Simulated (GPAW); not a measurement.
# K (Fm-3m) in GPAW: further runs

One crystal, K, is run at these levels: PBE, PBEsol; tasks: single point.

Program: GPAW 26.7.0. These are calculated values, not measurements. Logs are shortened: lines on timing, memory, paths and dates and some standing lists are left out, and cuts for length are marked. The log counts tension as positive stress, the text compression.

### Step 1. The crystal as given

Symmetry: Fm-3m, No. 225, cubic system. Conventional cell: a = 6.784 Å, b = 6.784 Å, c = 6.784 Å, α = 90.00°, β = 90.00°, γ = 90.00°.

This isn't the form of K at room conditions, which is bcc.

### Step 2. Single point, PBE

File run.py:

```python
from ase.dft.bandgap import bandgap
from ase.io import read, write
from ase.units import GPa
from gpaw import GPAW, PW

atoms = read('POSCAR')

calc = GPAW(mode=PW(600),
            xc='PBE',
            kpts={'size': (7, 7, 7), 'gamma': True},
            occupations={'name': 'methfessel-paxton', 'order': 0, 'width': 0.1},
            nbands=11,
            convergence={'density': 1e-05, 'energy': 1e-05},
            maxiter=150,
            txt='gpaw.txt')
atoms.calc = calc
energy = atoms.get_potential_energy()
forces = atoms.get_forces()
stress = atoms.get_stress()
calc.write('gs.gpw')
write('result.traj', atoms)
print(f'Energy: {energy:.6f} eV')
print('Forces (eV/A):')
print(forces.round(4))
print('Stress (GPa):', (stress / GPa).round(3))
print('Fermi level:', round(calc.get_fermi_level(), 4), 'eV')
print(f'Gap: {bandgap(calc)[0]:.4f} eV, direct: {bandgap(calc, direct=True)[0]:.4f} eV')
```

File POSCAR:

```
K
1.0
    0.0000000000      3.3918728180      3.3918728180
    3.3918728180      0.0000000000      3.3918728180
    3.3918728180      3.3918728180      0.0000000000
K
1
Direct
    0.0000000000      0.0000000000      0.0000000000
```

Potentials or basis: GPAW PAW data sets (gpaw-data 1.2.1), pw.

The run is started by

```sh
$ OMP_NUM_THREADS=1 python run.py
```

gpaw.txt:

```text
__  _  _
 | _ |_)|_||  |
 |__||  | ||/\| - 26.7.0

Input parameters:
  mode=PW(ecut=600.0),
  convergence={'density': 1e-05, 'energy': 1e-05},
  kpts=MonkhorstPack(size=(7, 7, 7), gamma=True),
  maxiter=150,
  nbands=11,
  occupations=Occupations(name='methfessel-paxton', order=0, width=0.1),
  xc=XC(name='PBE')

Diagonalizing LCAO Hamiltonian
Converting LCAO to pw mode

       K

Atoms  # Å, Bohr magnetons
|   | symbol |        x |        y |        z |    initial magnetic moments |
|---|--------|----------|----------|----------|-----------------------------|
| 0 |      K | 0.000000 | 0.000000 | 0.000000 | ( 0.0000,  0.0000,  0.0000) |

Unit cell  # Å
| periodic |        x |        y |        z |  lengths |    angles |
|----------|----------|----------|----------|----------|-----------|
|      yes | 0.000000 | 3.391873 | 3.391873 | 4.796833 | 60.000000 |
|      yes | 3.391873 | 0.000000 | 3.391873 | 4.796833 | 60.000000 |
|      yes | 3.391873 | 3.391873 | 0.000000 | 4.796833 | 60.000000 |

Number of symmetries: 48
Symmetry operations  # r_c * U_cc + t_c -> r_c
|    | kind |            matrix            |
|----|------|------------------------------|
|  0 |  σ   |  1, 0, 0,  1, 0,-1,  1,-1, 0 |
|  1 |  C2  |  1, 0, 0,  1,-1, 0,  1, 0,-1 |
|  2 |  E   |  1, 0, 0,  0, 1, 0,  0, 0, 1 |
|  3 |  σ   |  1, 0, 0,  0, 0, 1,  0, 1, 0 |
|  4 |  C4  |  1, 0,-1,  1, 0, 0,  1,-1, 0 |
|  5 |  S6  |  1, 0,-1,  1,-1, 0,  1, 0, 0 |
|  6 |  σ   |  1, 0,-1,  0, 1,-1,  0, 0,-1 |
|  7 |  C3  |  1, 0,-1,  0, 0,-1,  0, 1,-1 |
|  8 |  S6  |  1,-1, 0,  1, 0, 0,  1, 0,-1 |
|  9 |  C4  |  1,-1, 0,  1, 0,-1,  1, 0, 0 |
| 10 |  C3  |  1,-1, 0,  0,-1, 1,  0,-1, 0 |
| 11 |  σ   |  1,-1, 0,  0,-1, 0,  0,-1, 1 |
| 12 |  σ   |  0, 1, 0,  1, 0, 0,  0, 0, 1 |
| 13 |  C4  |  0, 1, 0,  0, 1,-1, -1, 1, 0 |
| 14 |  C3  |  0, 1, 0,  0, 0, 1,  1, 0, 0 |
| 15 |  S6  |  0, 1, 0, -1, 1, 0,  0, 1,-1 |
| 16 |  C2  |  0, 1,-1,  1, 0,-1,  0, 0,-1 |
| 17 |  σ   |  0, 1,-1,  0, 1, 0, -1, 1, 0 |
| 18 |  S4  |  0, 1,-1,  0, 0,-1,  1, 0,-1 |
| 19 |  C4  |  0, 1,-1, -1, 1, 0,  0, 1, 0 |
| 20 |  C3  |  0, 0, 1,  1, 0, 0,  0, 1, 0 |
| 21 |  σ   |  0, 0, 1,  0, 1, 0,  1, 0, 0 |
| 22 |  S6  |  0, 0, 1,  0,-1, 1, -1, 0, 1 |
| 23 |  C4  |  0, 0, 1, -1, 0, 1,  0,-1, 1 |
| 24 |  S4  |  0, 0,-1,  1, 0,-1,  0, 1,-1 |
| 25 |  C3  |  0, 0,-1,  0, 1,-1,  1, 0,-1 |
| 26 |  C2  |  0, 0,-1,  0,-1, 0, -1, 0, 0 |
| 27 |  S6  |  0, 0,-1, -1, 0, 0,  0,-1, 0 |
| 28 |  S4  |  0,-1, 1,  1,-1, 0,  0,-1, 0 |
| 29 |  C4  |  0,-1, 1,  0, 0, 1, -1, 0, 1 |
| 30 |  C2  |  0,-1, 1,  0,-1, 0,  1,-1, 0 |
| 31 |  σ   |  0,-1, 1, -1, 0, 1,  0, 0, 1 |
| 32 |  C3  |  0,-1, 0,  1,-1, 0,  0,-1, 1 |
| 33 |  S6  |  0,-1, 0,  0, 0,-1, -1, 0, 0 |
| 34 |  S4  |  0,-1, 0,  0,-1, 1,  1,-1, 0 |
| 35 |  C2  |  0,-1, 0, -1, 0, 0,  0, 0,-1 |
| 36 |  C2  | -1, 1, 0,  0, 1, 0,  0, 1,-1 |
| 37 |  S6  | -1, 1, 0,  0, 1,-1,  0, 1, 0 |
| 38 |  S4  | -1, 1, 0, -1, 0, 1, -1, 0, 0 |
| 39 |  C3  | -1, 1, 0, -1, 0, 0, -1, 0, 1 |
| 40 |  S6  | -1, 0, 1,  0, 0, 1,  0,-1, 1 |
| 41 |  C2  | -1, 0, 1,  0,-1, 1,  0, 0, 1 |
| 42 |  C3  | -1, 0, 1, -1, 1, 0, -1, 0, 0 |
| 43 |  S4  | -1, 0, 1, -1, 0, 0, -1, 1, 0 |
| 44 |  C2  | -1, 0, 0,  0, 0,-1,  0,-1, 0 |
| 45 |  i   | -1, 0, 0,  0,-1, 0,  0, 0,-1 |
| 46 |  σ   | -1, 0, 0, -1, 1, 0, -1, 0, 1 |
| 47 |  C2  | -1, 0, 0, -1, 0, 1, -1, 1, 0 |

BZ-sampling:
  Number of BZ points: 343
  Number of IBZ points: 20

  Monkhorst-Pack size: [7, 7, 7]
  Monkhorst-Pack shift: [0, 0, 0]

K-points  # in reciprocal-cell coordinates
|     |                                coordinates |     weight |
|-----|--------------------------------------------|------------|
|   0 | (  0.00000000,   0.00000000,   0.00000000) | 0.00291545 |
|   1 | (  0.14285714,   0.14285714,   0.00000000) | 0.01749271 |
|   2 | (  0.14285714,   0.14285714,   0.14285714) | 0.02332362 |
|   3 | (  0.28571429,   0.14285714,   0.14285714) | 0.03498542 |
|   4 | (  0.28571429,   0.28571429,   0.00000000) | 0.01749271 |
|   5 | (  0.28571429,   0.28571429,   0.14285714) | 0.06997085 |
|   6 | (  0.28571429,   0.28571429,   0.28571429) | 0.02332362 |
|   7 | (  0.42857143,  -0.28571429,  -0.28571429) | 0.03498542 |
|   8 | (  0.42857143,   0.28571429,  -0.42857143) | 0.13994169 |
|   9 | (  0.42857143,   0.28571429,  -0.28571429) | 0.06997085 |
| ... |                                            |            |
|  19 | (  0.42857143,   0.42857143,   0.42857143) | 0.02332362 |

Plane wave coefficients: 2643
Cutoff: 600.0 eV

Spin-components: 1 (collinear spins)
Bands:           11
Projectors:      5
Spin-degeneracy: 2
Datatype:        complex128

Parallelization:
  kpt:    1
  domain: 1
  band:   1

Density:
  Valence electrons: 9.0
  Components: 1
  Grid points: [28 28 28]
  Charge: 0.0  # |e|

Potential:
  Grid points: [28 28 28]

species:
  K:
    name:    Potassium
    Z:       19.0
    valence: 9
    core:    10
    charge:  0.0  # [|e|]
    compensation charges:
      type: gauss
      rc: 0.35  # [Å]
      lmax: 2
    cutoffs:
      filter: 1.91  # [Å]
      core: 1.27  # [Å]
    projectors
    | kind |    occ | energy [eV] | rcut [Å] |
    |------|--------|-------------|----------|
    |   3s |  2.000 |     -35.338 |    1.122 |
    |   4s |  1.000 |      -2.319 |    1.122 |
    |   3p |  6.000 |     -18.813 |    1.106 |
    |    p |        |       8.398 |    1.106 |
    |    d |        |       0.000 |    0.937 |

    Using partial waves for K as LCAO basis

Reference energy: -16382.253218  # eV

eigensolver:
  PPCG
  Converge bands: occupied
  niter=2

density mixing:
  MSR1-Mixer
  Pratt-step length: 0.05
  Maximum mixing coefficient: 0.75
  Old densities: 10
  SVD Regularization: 0.005
  Good broyden scale: 1.0
  Trust region scale: 1.0
  Backstep threshold: 4.0
  History deletion threshold: 6.0
  Fourier metric: weight=20.0, sigma=0.015

occupation numbers:
  Methfessel-Paxton:
    width: 0.1000  # eV
    order: 0

poisson solver:
  ecut: 4800.0  # eV

xc functional:
  name: PBE with 2 nearest neighbor stencil

convergence criteria:
- Maximum integral of absolute [dens]ity change: 1e-05 electrons / valence electron
- Maximum [total energy] change in last 3 cyles: 1e-05 eV / valence electron
- Maximum integral of absolute [eigenst]ate change: 4e-08 eV^2 / valence electron
maximum number of iterations: 150

SCF iterations
|iter     | |      energy | eigst |  dens |
|---------|-|-------------|-------|-------|
|iter:   1| |   -1.453944 | +0.05 |       |
|iter:   2| |   -1.420290 | -2.07 | -1.26 |
|iter:   3| |   -1.232934 | -1.43 | -1.30 |
|iter:   4| |   -1.228917 | -2.39 | -1.76 |
|iter:   5| |   -1.229553 | -4.21 | -2.06 |
|iter:   6| |   -1.229553 | -6.00 | -3.46 |
|iter:   7| |   -1.229553c| -7.56c| -3.82 |
|iter:   8| |   -1.229553c| -7.78c| -4.92 |
|iter:   9| |   -1.229553c| -8.96c| -5.64c|

Converged in 9 steps
Energy contributions relative to reference atoms: (reference = -16382.253218)

Energy contributions:
  Kinetic:          -3.463278
  Coulomb:           3.913924
  Zero:             -0.653155
  External:          0.000000
  Xc:               -1.026320
  Entropy:          -0.001445
  Spinorbit:         0.000000
  ----------------------------
  Free energy:      -1.230276
  Extrapolated:     -1.229553

dipole moment: (-24.744656, -24.744656, -24.744656)  # |e|*Ang

Fermi level: 0.904
Eigenvalues  # (at kpt = [0.000, 0.000, 0.000])
| band index |      eig [eV] | occ [0-2] |
|------------|---------------|-----------|
|          0 |       -31.321 |     2.000 |
|          1 |       -14.809 |     2.000 |
|          2 |       -14.809 |     2.000 |
|          3 |       -14.809 |     2.000 |
|          4 |        -1.253 |     2.000 |
|          5 |         4.949 |     0.000 |
|          6 |         4.949 |     0.000 |
|          7 |         4.949 |     0.000 |
|          8 |         6.120 |     0.000 |
|          9 |         6.120 |     0.000 |
|         10 |         7.833 |     0.000 |

No gap
No difference between direct/indirect transitions

Forces  # eV/Ang
|        x |       y |       z |
|----------|---------|---------|
| -0.00000 | 0.00000 | 0.00000 |  # K    0

Stress tensor  # eV/Ang^3
|        x |         y |         z |
|----------|-----------|-----------|
| 0.001241 |  0.000000 |  0.000000 |
| 0.000000 |  0.001241 | -0.000000 |
| 0.000000 | -0.000000 |  0.001241 |

# Writing to gs.gpw (mode='')
```

Run time: 11 s. Hardware: 1 thread of Intel Xeon Platinum 8259CL at 2.50GHz (Skylake/Cascade Lake), shared host; peak memory 0.16 GiB.

Results:

```yaml
Free_energy: -1.2303 eV
Pressure: -0.2 GPa
Band_gap_on_the_k_mesh: none (metal or under the smearing width)
```

Levels at points of the mesh, in eV from the Fermi level:
```tsv
k point	band 2	band 3	band 4	band 5	band 6	band 7
(0.00, 0.00, 0.00)	-15.71	-15.71	-15.71	-2.16	4.05	4.05
```

### Step 3. Single point, PBEsol

Changes to run.py since step 2:

```diff
@@ -2,4 +2,7 @@
 from ase.io import read, write
-from ase.units import GPa
-from gpaw import GPAW, PW
+from ase.units import Bohr, GPa
+from gpaw import GPAW, PW, setup_paths
+from gpaw.elf import elf_from_dft_calculation
+
+setup_paths.insert(0, '.')
 
@@ -8,5 +11,5 @@
 calc = GPAW(mode=PW(600),
-            xc='PBE',
+            xc='PBEsol',
             kpts={'size': (7, 7, 7), 'gamma': True},
-            occupations={'name': 'methfessel-paxton', 'order': 0, 'width': 0.1},
+            occupations={'name': 'methfessel-paxton', 'order': 0, 'width': 0.05},
             nbands=11,
@@ -27 +30,6 @@
 print(f'Gap: {bandgap(calc)[0]:.4f} eV, direct: {bandgap(calc, direct=True)[0]:.4f} eV')
+
+# fields on the real-space grid
+write('density.cube', atoms, data=calc.get_pseudo_density() * Bohr**3)
+write('potential.cube', atoms, data=calc.get_electrostatic_potential())
+write('elf.cube', atoms, data=elf_from_dft_calculation(calc).data)
```

POSCAR is that of step 2.

Potentials or basis: PAW data sets generated in the run's folder for this functional, pw.

The run is started by

```sh
$ gpaw-setup -f PBEsol K
$ OMP_NUM_THREADS=1 python run.py
```

Run time: 15 s. Hardware: 1 thread of Intel Xeon Platinum 8259CL at 2.50GHz (Skylake/Cascade Lake), shared host; peak memory 0.16 GiB.

It converged, with:

| Quantity | Value |
| --- | --- |
| Free energy | -1.3151 eV |
| Pressure | -0.3 GPa |
| Band gap on the k mesh | none (metal or under the smearing width) |

Levels at points of the mesh, in eV from the Fermi level:
```csv
k point,band 2,band 3,band 4,band 5,band 6,band 7
"(0.00, 0.00, 0.00)",-15.67,-15.67,-15.67,-2.19,4.02,4.02
```
